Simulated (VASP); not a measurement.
# CuCl (Nantokite) (F-43m) in VASP: a series of runs

One crystal, CuCl (Nantokite), is run at these levels: PBE, LDA; tasks: band structure.

Program: VASP 6.6.1. These are calculated values, not measurements. Logs are shortened: lines on timing, memory, paths and dates and some standing lists are left out, and cuts for length are marked.

**Experimental background.**

A printed reference work, data compilation reports, for a bulk crystal of CuCl at 4.2 K: band gap 3.399 eV (direct).

How close the calculation comes is told below.

### 1 The structure

It takes space group F-43m (No. 216, cubic). Conventional cell: a = 5.300 Å, b = 5.300 Å, c = 5.300 Å, α = 90.00°, β = 90.00°, γ = 90.00°. Cu (site symmetry -43m) is surrounded by 4 Cl at 2.29 Å. Cl (site symmetry -43m) is surrounded by 4 Cu at 2.29 Å.

### 2 Band structure, PBE

Input file INCAR:

```
SYSTEM = CuCl
PREC = Accurate ; ENCUT = 520
EDIFF = 1E-6 ; ISMEAR = 0
SIGMA = 0.03 ; LREAL = .FALSE.
LASPH = .TRUE. ; NELM = 80
ALGO = Normal ; ISIF = 2
LWAVE = .FALSE. ; LCHARG = .FALSE.
LMAXMIX = 4 ; GGA = PE
NBANDS = 16
```

Input file KPOINTS:

```
regular mesh
0
G
  10 10 10
  0 0 0
```

Input file POSCAR:

```
CuCl                                    
1.0
    0.0000000000      2.6497729766      2.6497729766
    2.6497729766      0.0000000000      2.6497729766
    2.6497729766      2.6497729766      0.0000000000
  Cu              Cl            
     1     1
Direct
     0.0000000000000000    0.0000000000000000    0.0000000000000000
     0.2500000000000000    0.2500000000000000    0.2500000000000000
```

Input file KPOINTS_OPT:

```
explicit points
202
Reciprocal
 0.0000000000  0.0000000000  0.0000000000 1
 0.0555555556  0.0000000000  0.0555555556 1
 0.1111111111  0.0000000000  0.1111111111 1
 0.1666666667  0.0000000000  0.1666666667 1
 0.2222222222  0.0000000000  0.2222222222 1
 0.2777777778  0.0000000000  0.2777777778 1
[... 194 lines left out ...]
 0.5106462100  0.0212924200  0.5106462100 1
 0.4893537900 -0.0212924200  0.4893537900 1
```

Potentials or basis: VASP PAW PBE potentials, release 64 (Cu, Cl).

The run is started by

```console
$ cat potpaw_PBE.64/Cu/POTCAR potpaw_PBE.64/Cl/POTCAR > POTCAR
$ mpirun -np 1 vasp_std > vasp.out
```

OUTCAR:

```text
SYSTEM = CuCl
   PREC = Accurate
   ENCUT = 520
   EDIFF = 1E-6
   ISMEAR = 0
   LREAL = .FALSE.
   LASPH = .TRUE.
   NELM = 80
   ISIF = 2
   GGA = PE

 ion  position               nearest neighbor table
   1  0.000  0.000  0.000-   2 2.29   2 2.29   2 2.29   2 2.29
   2  0.250  0.250  0.250-   1 2.29   1 2.29   1 2.29   1 2.29

  LATTYP: Found a face centered cubic cell.
 ALAT       =     5.2995459532

  Lattice vectors:

 A1 = (   0.0000000000,   2.6497729766,   2.6497729766)
 A2 = (   2.6497729766,   0.0000000000,   2.6497729766)
 A3 = (   2.6497729766,   2.6497729766,   0.0000000000)

Analysis of symmetry for initial positions (statically):
=====================================================================
 Subroutine PRICEL returns:
 Original cell was already a primitive cell.

 Routine SETGRP: Setting up the symmetry group for a
 face centered cubic supercell.

 Subroutine GETGRP returns: Found 24 space group operations
 (whereof 24 operations were pure point group operations)
 out of a pool of 48 trial point group operations.

The static configuration has the point symmetry T_d .

Analysis of symmetry for dynamics (positions and initial velocities):
=====================================================================
 Subroutine PRICEL returns:
 Original cell was already a primitive cell.

 Routine SETGRP: Setting up the symmetry group for a
 face centered cubic supercell.

 Subroutine GETGRP returns: Found 24 space group operations
 (whereof 24 operations were pure point group operations)
 out of a pool of 48 trial point group operations.

The dynamic configuration has the point symmetry T_d .

 Subroutine INISYM returns: Found 24 space group operations
 (whereof 24 operations are pure point group operations),
 and found     1 'primitive' translations

----------------------------------------------------------------------------------------

                                     Primitive cell

  volume of cell :      37.2097

  direct lattice vectors                    reciprocal lattice vectors
     0.000000000  2.649772977  2.649772977    -0.188695411  0.188695411  0.188695411
     2.649772977  0.000000000  2.649772977     0.188695411 -0.188695411  0.188695411
     2.649772977  2.649772977  0.000000000     0.188695411  0.188695411 -0.188695411

  length of vectors
     3.747344881  3.747344881  3.747344881     0.326830038  0.326830038  0.326830038

  position of ions in fractional coordinates (direct lattice)
     0.000000000  0.000000000  0.000000000
     0.250000000  0.250000000  0.250000000

  ion indices of the primitive-cell ions
   primitive index   ion index
                 1           1
                 2           2

----------------------------------------------------------------------------------------

 KPOINTS: regular mesh

Automatic generation of k-mesh.
 Grid dimensions read from file:
 generate k-points for:   10   10   10

 Generating k-lattice:

  Cartesian coordinates                     Fractional coordinates (reciprocal lattice)
    -0.018869541  0.018869541  0.018869541     0.100000000  0.000000000  0.000000000
     0.018869541 -0.018869541  0.018869541     0.000000000  0.100000000  0.000000000
     0.018869541  0.018869541 -0.018869541     0.000000000  0.000000000  0.100000000

  Length of vectors
     0.032683004  0.032683004  0.032683004

  Shift w.r.t. Gamma in fractional coordinates (k-lattice)
     0.000000000  0.000000000  0.000000000

 Subroutine IBZKPT returns following result:
 ===========================================

 Found     47 irreducible k-points:

 Following reciprocal coordinates:
            Coordinates               Weight
  0.000000  0.000000  0.000000      1.000000
  0.100000  0.000000  0.000000      8.000000
  0.200000  0.000000  0.000000      8.000000
  0.300000  0.000000  0.000000      8.000000
  0.400000  0.000000  0.000000      8.000000
  0.500000  0.000000  0.000000      4.000000
[... 16 lines left out ...]
  0.300000  0.300000  0.000000      6.000000
  0.400000  0.300000  0.000000     24.000000
 [... further k-points ...]
   k-points           NKPTS =     47   k-points in BZ     NKDIM =     47   number of bands    NBANDS=     16
   number of dos      NEDOS =    301   number of ions     NIONS =      2
   total plane-waves  NPLWV =  21952
   dimension x,y,z NGX =    28 NGY =   28 NGZ =   28
   dimension x,y,z NGXF=    56 NGYF=   56 NGZF=   56
   ions per type =               1   1
   NGX,Y,Z   is equivalent  to a cutoff of  12.42, 12.42, 12.42 a.u.
   NGXF,Y,Z  is equivalent  to a cutoff of  24.84, 24.84, 24.84 a.u.
 SYSTEM =  CuCl
   PREC   = accura    normal or accurate (medium, high low for compatibility)
   ISTART =      0    job   : 0-new  1-cont  2-samecut
   ICHARG =      2    charge: 1-file 2-atom 10-const
   ISPIN  =      1    spin polarized calculation?
   LNONCOLLINEAR =      F non collinear calculations
   LSORBIT =      F    spin-orbit coupling
   LASPH  =      T    aspherical Exc in radial PAW
   ENCUT  =  520.0 eV  38.22 Ry    6.18 a.u.   6.97  6.97  6.97*2*pi/ulx,y,z
   NELM   =     80;   NELMIN=  2; NELMDL= -5     # of ELM steps
   EDIFF  = 0.1E-05   stopping-criterion for ELM
   LREAL  =      F    real-space projection
   EDIFFG = 0.1E-04   stopping-criterion for IOM
   NSW    =      0    number of steps for IOM
   IBRION =     -1    ionic relax: 0-MD 1-quasi-New 2-CG
   NFREE  =      0    steps in history (QN), initial steepest desc. (CG)
   ISIF   =      2    stress and relaxation
   ISYM   =      2    0-nonsym 1-usesym 2-fastsym
   POTIM  = 0.5000    time-step for ionic-motion
   TEBEG  =    0.0;   TEEND  =   0.0 temperature during run
   PSTRESS=    0.0 pullay stress
   NELECT =      18.0000    total number of electrons
   NUPDOWN=      -1.0000    fix difference up-down
   EMIN   =  10.00;   EMAX   =-10.00  energy-range for DOS
   EFERMI =   0.00;   METHOD = LEGACY
   ISMEAR =     0;   SIGMA  =   0.03  broadening in eV -4-tet -1-fermi 0-gaus
   EFERMI_NEDOS =   21; number of points for ismear=-14 and -15
   IALGO  =     38    algorithm
   IMIX   =      4    mixing-type and parameters
     AMIX     =   0.40;   BMIX     =  1.00
     AMIX_MAG =   1.60;   BMIX_MAG =  1.00
  volume/ion in A,a.u.               =      18.60       125.55
  Fermi-wavevector in a.u.,A,eV,Ry     =   1.285130  2.428543 22.470820  1.651559
  Thomas-Fermi vector in A             =   2.417282
   LORBIT       =      0    0 simple, 1 ext, 2 COOP (PROOUT), +10 PAW based schemes
   GGA     = PE    functional components
   LHFCALC =     F    Hartree Fock is set to
   AEXX    =    0.0000 exact exchange contribution
   IVDW    =     0    specifies the selected vdW correction
   LEPSILON=     F    determine dielectric tensor
   LRPA    =     F    only Hartree local field effects (RPA)
 non-spin polarized calculation
 Gauss-broadening in eV      SIGMA  =   0.03
  energy-cutoff  :      520.00
  volume of cell :       37.21
 maximum number of plane-waves:      1014
   NGX = 13   NGY = 13   NGZ = 13

 number of electron      18.0000013 magnetization

 Free energy of the ion-electron system (eV)
  ---------------------------------------------------
  ext. energy  EPLUGINS =         0.00000000
  ---------------------------------------------------
  free energy    TOTEN  =        -6.30796486 eV

  energy without entropy =       -6.30796486  energy(sigma->0) =       -6.30796486

 E-fermi :   4.7015     XC(G=0):  -9.7268

 val. band max:        4.5279665868   @ k =   0.0000   0.0000   0.0000
 cond. band min:       5.1977862947   @ k =   0.0000   0.0000   0.0000
 fundamental gap:      0.6698197079
 Fermi energy:         4.7014668068

 k-point     1 :       0.0000    0.0000    0.0000
  band No.  band energies     occupation
      1     -12.8485      2.00000
      2      -0.6972      2.00000
      3      -0.6972      2.00000
      4      -0.6972      2.00000
      5       2.8306      2.00000
      6       2.8306      2.00000
[... 8 lines left out ...]
     15      16.3787      0.00000
     16      17.6600      0.00000

 k-point     2 :       0.1000    0.0000    0.0000
  band No.  band energies     occupation
      1     -12.8023      2.00000
      2      -0.9045      2.00000
      3      -0.6927      2.00000
      4      -0.6927      2.00000
      5       2.8233      2.00000
      6       2.8233      2.00000
[... 8 lines left out ...]
     15      15.9650      0.00000
     16      18.0455      0.00000

 k-point     3 :       0.2000    0.0000    0.0000
  band No.  band energies     occupation
      1     -12.6777      2.00000
      2      -1.3966      2.00000
      3      -0.6822      2.00000
      4      -0.6822      2.00000
      5       2.8157      2.00000
      6       2.8157      2.00000
[... 8 lines left out ...]
     15      15.5464      0.00000
     16      17.4389      0.00000

 k-point     4 :       0.3000    0.0000    0.0000
  band No.  band energies     occupation
      1     -12.5160      2.00000
      2      -1.9382      2.00000
      3      -0.6723      2.00000
      4      -0.6723      2.00000
      5       2.8345      2.00000
      6       2.8345      2.00000
[... 8 lines left out ...]
     15      15.8567      0.00000
     16      16.8277      0.00000
[... 324 lines left out ...]
 k-point    22 :      -0.2000    0.2000    0.0000
  band No.  band energies     occupation
      1     -12.4613      2.00000
      2      -1.8455      2.00000
      3      -0.9849      2.00000
      4      -0.6415      2.00000
      5       2.7478      2.00000
      6       2.9006      2.00000
[... 8 lines left out ...]
     15      17.2379      0.00000
     16      19.3742      0.00000

 k-point    23 :       0.3000    0.3000    0.0000
  band No.  band energies     occupation
      1     -12.4075      2.00000
      2      -1.9663      2.00000
      3      -0.7703      2.00000
      4      -0.7703      2.00000
      5       2.5956      2.00000
      6       2.9693      2.00000
[... 8 lines left out ...]
     15      17.0726      0.00000
     16      21.4651      0.00000

 k-point    24 :       0.4000    0.3000    0.0000
  band No.  band energies     occupation
      1     -12.2994      2.00000
      2      -2.1532      2.00000
      3      -0.8628      2.00000
      4      -0.7739      2.00000
      5       2.6037      2.00000
      6       2.9904      2.00000
[... 8 lines left out ...]
     15      17.5036      0.00000
     16      20.1921      0.00000

 [... further k-points ...]

------------------------ aborting loop because EDIFF is reached ----------------------------------------

  FORCE on cell =-STRESS in cart. coord.  units (eV):
  Direction    XX          YY          ZZ          XY          YZ          ZX
  --------------------------------------------------------------------------------------
  -------------------------------------------------------------------------------------
  Total        0.9703469      0.9703469      0.9703469      0.0000000     -0.0000000      0.0000000
  in kB       41.7812668     41.7812668     41.7812668      0.0000000     -0.0000000      0.0000000
  external PRESSURE =      41.7812668 kB  Pullay stress =       0.0000000 kB

 VOLUME and BASIS-vectors are now :
 -----------------------------------------------------------------------------
  energy-cutoff  :      520.00
  volume of cell :       37.21
      direct lattice vectors                 reciprocal lattice vectors
     0.000000000  2.649772977  2.649772977    -0.188695411  0.188695411  0.188695411
     2.649772977  0.000000000  2.649772977     0.188695411 -0.188695411  0.188695411
     2.649772977  2.649772977  0.000000000     0.188695411  0.188695411 -0.188695411

 POSITION                                       TOTAL-FORCE (eV/Angst)
 -----------------------------------------------------------------------------------
      0.00000      0.00000      0.00000        -0.000000     -0.000000     -0.000000
      1.32489      1.32489      1.32489         0.000000      0.000000      0.000000
 -----------------------------------------------------------------------------------
    total drift:                                0.000000      0.000000      0.000000

  FREE ENERGIE OF THE ION-ELECTRON SYSTEM (eV)
  ---------------------------------------------------
  free  energy   TOTEN  =        -6.3079648586 eV

  energy  without entropy=       -6.3079648586  energy(sigma->0) =       -6.30796486
```

Wall time 51 s (1 thread of AMD EPYC 9R45 (Zen 5), shared host); peak memory 0.15 GiB.

Results:

```yaml
Free_energy: -6.3080 eV
Pressure: 4.2 GPa
Band_gap_on_the_k_mesh: 0.67 eV, direct
Band_gap_along_the_path: 0.67 eV, direct
```

Levels at the corners of the path, in eV from the valence-band top:
```
point  band 5  band 6  band 7  band 8  band 9  band 10  band 11  band 12  band 13  band 14
    Γ   -1.70   -1.70    0.00    0.00    0.00     0.67     6.74     6.74     6.74    11.85
    X   -1.85   -1.57   -1.48   -1.27   -1.27     3.39     4.59     9.12    11.43    11.43
    X   -1.85   -1.57   -1.48   -1.27   -1.27     3.39     4.59     9.12    11.43    11.43
    W   -1.93   -1.80   -1.50   -1.27   -0.91     5.09     5.55     7.60     7.89    11.83
    W   -1.93   -1.80   -1.50   -1.27   -0.91     5.09     5.55     7.60     7.89    11.83
    K   -1.96   -1.62   -1.53   -1.17   -1.01     4.23     5.35     8.28     9.41    10.28
    K   -1.96   -1.62   -1.53   -1.17   -1.01     4.23     5.35     8.28     9.41    10.28
    Γ   -1.70   -1.70    0.00    0.00    0.00     0.67     6.74     6.74     6.74    11.85
    Γ   -1.70   -1.70    0.00    0.00    0.00     0.67     6.74     6.74     6.74    11.85
    L   -1.62   -1.62   -1.55   -0.64   -0.64     3.01     7.07     7.19     7.19    12.24
    L   -1.62   -1.62   -1.55   -0.64   -0.64     3.01     7.07     7.19     7.19    12.24
    U   -1.96   -1.62   -1.53   -1.17   -1.01     4.23     5.35     8.28     9.41    10.28
    U   -1.96   -1.62   -1.53   -1.17   -1.01     4.23     5.35     8.28     9.41    10.28
    W   -1.93   -1.80   -1.50   -1.27   -0.91     5.09     5.55     7.60     7.89    11.83
    W   -1.93   -1.80   -1.50   -1.27   -0.91     5.09     5.55     7.60     7.89    11.83
    L   -1.62   -1.62   -1.55   -0.64   -0.64     3.01     7.07     7.19     7.19    12.24
    L   -1.62   -1.62   -1.55   -0.64   -0.64     3.01     7.07     7.19     7.19    12.24
    K   -1.96   -1.62   -1.53   -1.17   -1.01     4.23     5.35     8.28     9.41    10.28
    U   -1.96   -1.62   -1.53   -1.17   -1.01     4.23     5.35     8.28     9.41    10.28
    X   -1.85   -1.57   -1.48   -1.27   -1.27     3.39     4.59     9.12    11.43    11.43
```

### 3 Band structure, LDA

Changes to INCAR since step 2:

```diff
@@ -7,3 +7,2 @@
 LWAVE = .FALSE. ; LCHARG = .FALSE.
-LMAXMIX = 4 ; GGA = PE
-NBANDS = 16
+LMAXMIX = 4 ; NBANDS = 16
```

KPOINTS is that of step 2.

POSCAR is that of step 2.

KPOINTS_OPT is that of step 2.

Potentials or basis: VASP PAW LDA potentials, release 64 (Cu, Cl).

The run is started by

```console
$ cat potpaw_LDA.64/Cu/POTCAR potpaw_LDA.64/Cl/POTCAR > POTCAR
$ mpirun -np 1 vasp_std > vasp.out
```

Wall time 48 s (1 thread of AMD EPYC 9R45 (Zen 5), shared host); peak memory 0.14 GiB.

It converged, with:

| Quantity | Value |
| --- | --- |
| Free energy | -7.7870 eV |
| Pressure | -3.2 GPa |
| Band gap on the k mesh | 0.55 eV, direct |
| Band gap along the path | 0.55 eV, direct |

Levels at the corners of the path, in eV from the valence-band top:
```
point  band 7  band 8  band 9  band 10  band 11  band 12
    Γ    0.00    0.00    0.00     0.55     6.70     6.70
    X   -1.56   -1.32   -1.32     3.29     4.53     8.95
    X   -1.56   -1.32   -1.32     3.29     4.53     8.95
    W   -1.57   -1.34   -0.96     5.02     5.53     7.50
    W   -1.57   -1.34   -0.96     5.02     5.53     7.50
    K   -1.59   -1.23   -1.05     4.14     5.31     8.13
    K   -1.59   -1.23   -1.05     4.14     5.31     8.13
    Γ    0.00    0.00    0.00     0.55     6.70     6.70
    Γ    0.00    0.00    0.00     0.55     6.70     6.70
    L   -1.62   -0.66   -0.66     2.91     6.96     7.16
    L   -1.62   -0.66   -0.66     2.91     6.96     7.16
    U   -1.59   -1.23   -1.05     4.14     5.31     8.13
    U   -1.59   -1.23   -1.05     4.14     5.31     8.13
    W   -1.57   -1.34   -0.96     5.02     5.53     7.50
    W   -1.57   -1.34   -0.96     5.02     5.53     7.50
    L   -1.62   -0.66   -0.66     2.91     6.96     7.16
    L   -1.62   -0.66   -0.66     2.91     6.96     7.16
    K   -1.59   -1.23   -1.05     4.14     5.31     8.13
    U   -1.59   -1.23   -1.05     4.14     5.31     8.13
    X   -1.56   -1.32   -1.32     3.29     4.53     8.95
```

### 4 Against experiment

Step 2. Measured gap of CuCl: 3.399 eV (direct; 4.2 K; a printed reference work, data compilation). This calculation gives 0.67 eV (-2.73 eV). So large a miss can be the level of theory's own, or it may mean another phase, state or a wrong row. The value is that of PBE, without temperature or zero-point motion. Semilocal functionals fall short of measured gaps as a rule.

Step 3. A measured gap of CuCl is 3.399 eV (direct; 4.2 K; a printed reference work, data compilation); the calculated 0.55 eV misses it by -2.85 eV. So large a miss can be the level of theory's own, or it may mean another phase, state or a wrong row. The value is that of LDA, without temperature or zero-point motion. Semilocal functionals fall short of measured gaps as a rule.
